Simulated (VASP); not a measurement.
# SiC in VASP: one cell, several levels of theory, part 2 of 2

VASP 6.6.1, plane waves, PAW. The steps go on from the part before.

## Step 3: r2SCAN

INCAR reads:

```
ENCUT = 520.000000
SIGMA = 0.010000
EDIFF = 1.00e-07
ALGO = Normal
METAGGA = R2SCAN
PREC = Accurate
IBRION = -1
ISIF = 2
ISMEAR = 0
NBANDS = 11
NELM = 120
NSW = 0
LASPH = .TRUE.
LCHARG = .FALSE.
LWAVE = .FALSE.
LREAL = .FALSE.
```

KPOINTS reads:

```
KPOINTS created by Atomic Simulation Environment
0
Gamma
10 10 10
0 0 0
```

KPOINTS_OPT reads:

```
special points
7
Reciprocal
0.0000000000 0.0000000000 0.0000000000 1
-0.5000000000 -0.5000000000 0.0000000000 1
-0.3750000000 -0.3750000000 0.2500000000 1
-0.3750000000 0.0000000000 0.3750000000 1
0.0000000000 0.0000000000 0.5000000000 1
-0.5000000000 -0.2500000000 0.2500000000 1
0.0000000000 0.5000000000 0.5000000000 1
```

POSCAR reads:

```
Si C
 1.0000000000000000
     0.0000000000000000    2.1127107805000001    2.1127107805000001
     2.1127107805000001    0.0000000000000000    2.1127107805000001
     2.1127107805000001    2.1127107805000001    0.0000000000000000
 Si  C
   1   1
Cartesian
  0.0000000000000000  0.0000000000000000  0.0000000000000000
  1.0563553902500000  1.0563553902500000  1.0563553902500000
```

Run with:

```
> mpirun -np 1 vasp_std
```

Standard output, without the iteration lines:

```text
POSCAR found type information on POSCAR SiC
 POSCAR found :  2 types and       2 ions
 -----------------------------------------------------------------------------
|                                                                             |
|                                                                             |
|     You enforced a specific xc type in the INCAR file but a different       |
|     I HOPE YOU KNOW WHAT YOU ARE DOING!                                     |
|                                                                             |
 -----------------------------------------------------------------------------

 LDA part: xc-table for (None), standard interpolation
 POSCAR, INCAR and KPOINTS ok, starting setup
 FFT: planning ... GRIDC
 FFT: planning ... GRID_SOFT
 FFT: planning ... GRID
 WAVECAR not read
 entering main loop
 Start KPOINTS_OPT (optional k-point list driver)
k-point batch [1-7\7]
```

OSZICAR:

```text
N       E                     dE             d eps       ncg     rms          rms(c)
DAV:   1    -0.422009047243E+00   -0.42201E+00   -0.42177E+03  1082   0.640E+02
DAV:   2    -0.217326027950E+02   -0.21311E+02   -0.20201E+02  1314   0.116E+02
DAV:   3    -0.223792825016E+02   -0.64668E+00   -0.64553E+00  1284   0.167E+01
DAV:   4    -0.223813780285E+02   -0.20955E-02   -0.20955E-02  1165   0.124E+00
DAV:   5    -0.223813857670E+02   -0.77385E-05   -0.77385E-05  1276   0.694E-02    0.103E+01
DAV:   6    -0.191812764473E+02    0.32001E+01   -0.51606E+00  1130   0.112E+01    0.579E+00
DAV:   7    -0.191876807794E+02   -0.64043E-02   -0.63534E-01  1256   0.464E+00    0.268E+00
DAV:   8    -0.191985053545E+02   -0.10825E-01   -0.20628E-02  1118   0.113E+00    0.249E-01
DAV:   9    -0.191988888105E+02   -0.38346E-03   -0.42080E-04  1333   0.180E-01    0.167E-01
DAV:  10    -0.191989469505E+02   -0.58140E-04   -0.60225E-05  1139   0.736E-02    0.141E-02
DAV:  11    -0.191989473758E+02   -0.42536E-06   -0.11471E-06  1284   0.645E-03    0.419E-03
DAV:  12    -0.191989473584E+02    0.17440E-07   -0.20553E-07  1175   0.391E-03
   1 F= -.19198947E+02 E0= -.19198947E+02  d E =-.624346E-41
       N       E                     dE             ncg
DAV:   1     0.760348560751E+03   -0.18919E+04      154
DAV:   2     0.629664295594E+03   -0.13068E+03      205
DAV:   3     0.626257574724E+03   -0.34067E+01      204
DAV:   4     0.626246497050E+03   -0.11078E-01      181
DAV:   5     0.626246457398E+03   -0.39652E-04      206
DAV:   6     0.626246457208E+03   -0.19014E-06      181
DAV:   7     0.626246457207E+03   -0.12296E-08      200
```

OUTCAR, selected sections:

```text
k-points           NKPTS =     47   k-points in BZ     NKDIM =     47   number of bands    NBANDS=     11

   NELECT =       8.0000    total number of electrons

   dimension x,y,z NGX =    24 NGY =   24 NGZ =   24
   dimension x,y,z NGXF=    48 NGYF=   48 NGZF=   48

  energy-cutoff  :      520.00
  volume of cell :       18.86
      direct lattice vectors                 reciprocal lattice vectors
     0.000000000  2.112710781  2.112710781    -0.236662777  0.236662777  0.236662777
     2.112710781  0.000000000  2.112710781     0.236662777 -0.236662777  0.236662777
     2.112710781  2.112710781  0.000000000     0.236662777  0.236662777 -0.236662777

 k-points in reciprocal lattice and weights: KPOINTS created by Atomic Simulation Env
   0.00000000  0.00000000  0.00000000       0.001
   0.10000000  0.00000000  0.00000000       0.008
   0.20000000  0.00000000  0.00000000       0.008
   0.30000000  0.00000000  0.00000000       0.008
   0.40000000  0.00000000  0.00000000       0.008
   0.50000000  0.00000000  0.00000000       0.004
   0.10000000  0.10000000  0.00000000       0.006
   0.20000000  0.10000000  0.00000000       0.024
[... 39 more k-points ...]

 E-fermi :   9.1415

 k-point     1 :       0.0000    0.0000    0.0000
  band No.  band energies     occupation
      1      -7.8857      2.00000
      2       9.0499      2.00000
      3       9.0499      2.00000
      4       9.0499      2.00000
      5      17.0626      0.00000
      6      17.6240      0.00000
      7      17.6240      0.00000
      8      17.6240      0.00000
      9      24.8486      0.00000
     10      24.8486      0.00000
     11      28.2473      0.00000

 k-point     2 :       0.1000    0.0000    0.0000
  band No.  band energies     occupation
      1      -7.6681      2.00000
      2       7.9868      2.00000
      3       8.9085      2.00000
      4       8.9085      2.00000
      5      17.1178      0.00000
      6      17.8969      0.00000
      7      17.8969      0.00000
      8      18.1562      0.00000
      9      23.8329      0.00000
     10      23.8329      0.00000
     11      27.2935      0.00000

 k-point     3 :       0.2000    0.0000    0.0000
  band No.  band energies     occupation
      1      -7.0248      2.00000
      2       5.6892      2.00000
      3       8.5824      2.00000
      4       8.5824      2.00000
      5      16.7212      0.00000
      6      18.2483      0.00000
      7      18.2483      0.00000
      8      19.5578      0.00000
      9      23.1525      0.00000
     10      23.1525      0.00000
     11      26.3482      0.00000

 k-point     4 :       0.3000    0.0000    0.0000
  band No.  band energies     occupation
      1      -5.9952      2.00000
      2       3.1448      2.00000
      3       8.2445      2.00000
      4       8.2445      2.00000
      5      16.3121      0.00000
      6      17.9473      0.00000
      7      17.9473      0.00000
      8      20.4792      0.00000
      9      24.2321      0.00000
     10      24.2321      0.00000
     11      26.2823      0.00000

 k-point     5 :       0.4000    0.0000    0.0000
  band No.  band energies     occupation
      1      -4.7194      2.00000
      2       0.8692      2.00000
      3       8.0098      2.00000
      4       8.0098      2.00000
      5      16.0508      0.00000
      6      17.4324      0.00000
      7      17.4324      0.00000
      8      20.6242      0.00000
      9      26.5342      0.00000
     10      26.5342      0.00000
     11      27.1559      0.00000

 k-point     6 :       0.5000    0.0000    0.0000
  band No.  band energies     occupation
      1      -3.9026      2.00000
      2      -0.2932      2.00000
      3       7.9275      2.00000
      4       7.9275      2.00000
      5      15.9644      0.00000
      6      17.2192      0.00000
      7      17.2192      0.00000
      8      20.5741      0.00000
      9      27.7494      0.00000
     10      28.4737      0.00000
     11      28.4737      0.00000

 k-point     7 :       0.1000    0.1000    0.0000
  band No.  band energies     occupation
      1      -7.5955      2.00000
      2       8.2913      2.00000
      3       8.5341      2.00000
      4       8.5341      2.00000
      5      16.7750      0.00000
      6      17.8321      0.00000
      7      18.4188      0.00000
      8      18.4188      0.00000
      9      22.3215      0.00000
     10      25.1817      0.00000
     11      28.8201      0.00000

 k-point     8 :       0.2000    0.1000    0.0000
  band No.  band energies     occupation
      1      -7.0938      2.00000
      2       6.4880      2.00000
      3       8.0657      2.00000
      4       8.4052      2.00000
      5      16.3672      0.00000
      6      18.1228      0.00000
      7      19.0129      0.00000
      8      19.1032      0.00000
      9      21.7774      0.00000
     10      24.9024      0.00000
     11      27.9400      0.00000

 k-point     9 :       0.3000    0.1000    0.0000
  band No.  band energies     occupation
      1      -6.1902      2.00000
      2       4.0677      2.00000
      3       7.6989      2.00000
      4       8.0207      2.00000
      5      16.0408      0.00000
      6      18.0872      0.00000
      7      19.0978      0.00000
      8      19.4497      0.00000
      9      22.9560      0.00000
     10      25.5130      0.00000
     11      27.3652      0.00000

 k-point    10 :       0.4000    0.1000    0.0000
  band No.  band energies     occupation
      1      -4.9746      2.00000
      2       1.7091      2.00000
      3       7.5354      2.00000
      4       7.5402      2.00000
      5      15.7371      0.00000
      6      17.5696      0.00000
      7      18.4898      0.00000
      8      20.7550      0.00000
      9      24.1907      0.00000
     10      27.4440      0.00000
     11      27.9189      0.00000

 k-point    11 :       0.5000    0.1000    0.0000
  band No.  band energies     occupation
      1      -3.8577      2.00000
      2       0.0401      2.00000
      3       7.1417      2.00000
      4       7.6024      2.00000
      5      15.7205      0.00000
      6      17.2738      0.00000
      7      17.9437      0.00000
      8      21.4527      0.00000
      9      25.9066      0.00000
     10      28.4708      0.00000
     11      28.6816      0.00000

[... the tables of k-points 12 to 47 left out ...]

  Total        2.8861114      2.8861114      2.8861114     -0.0000000     -0.0000000      0.0000000
  in kB      245.1735005    245.1735005    245.1735005     -0.0000000     -0.0000000      0.0000000
  external PRESSURE =     245.1735005 kB  Pullay stress =       0.0000000 kB

 POSITION                                       TOTAL-FORCE (eV/Angst)
 -----------------------------------------------------------------------------------
      0.00000      0.00000      0.00000         0.000000     -0.000000      0.000000
      1.05636      1.05636      1.05636        -0.000000      0.000000     -0.000000
 -----------------------------------------------------------------------------------
    total drift:                               -0.000000     -0.000000     -0.000000

  FREE ENERGIE OF THE ION-ELECTRON SYSTEM (eV)
  ---------------------------------------------------
  free  energy   TOTEN  =       -19.1989473584 eV

  energy  without entropy=      -19.1989473584  energy(sigma->0) =      -19.19894736
```

It took 27 s on 1 MPI rank of Intel Xeon Platinum 8488C, shared host; peak memory 0.14 GiB.

The levels at the points of KPOINTS_OPT are read from vasprun.xml.

Levels at the named points, in eV from the top of band v (v: the last filled band by count, c: the next):

| point | v−1 | v | c | c+1 |
| --- | --- | --- | --- | --- |
| Γ | 0.00 | 0.00 | 8.01 | 8.57 |
| X | -3.51 | -3.51 | 1.66 | 5.20 |
| U | -6.18 | -2.85 | 3.65 | 9.00 |
| K | -6.18 | -2.85 | 3.65 | 9.00 |
| L | -1.12 | -1.12 | 6.91 | 8.17 |
| W | -5.61 | -5.17 | 5.88 | 10.94 |

r2SCAN gives an indirect gap of 1.66 eV, from Γ to X; the least direct gap is 5.17 eV. The pressure is 24.52 GPa; the forces vanish within 0.01 eV/Å.

## Step 4: Summary

The summary covers parts 1 to 2.

```
 level  gap (eV)  pressure (GPa)
   PBE      1.26           28.08
r2SCAN      1.66           24.52
```

The gap spans 1.26 eV (PBE) to 1.66 eV (r2SCAN). At this one volume the pressure spans 24.5 GPa (r2SCAN) to 28.1 GPa (PBE): PBE wants the largest cell and r2SCAN the smallest.
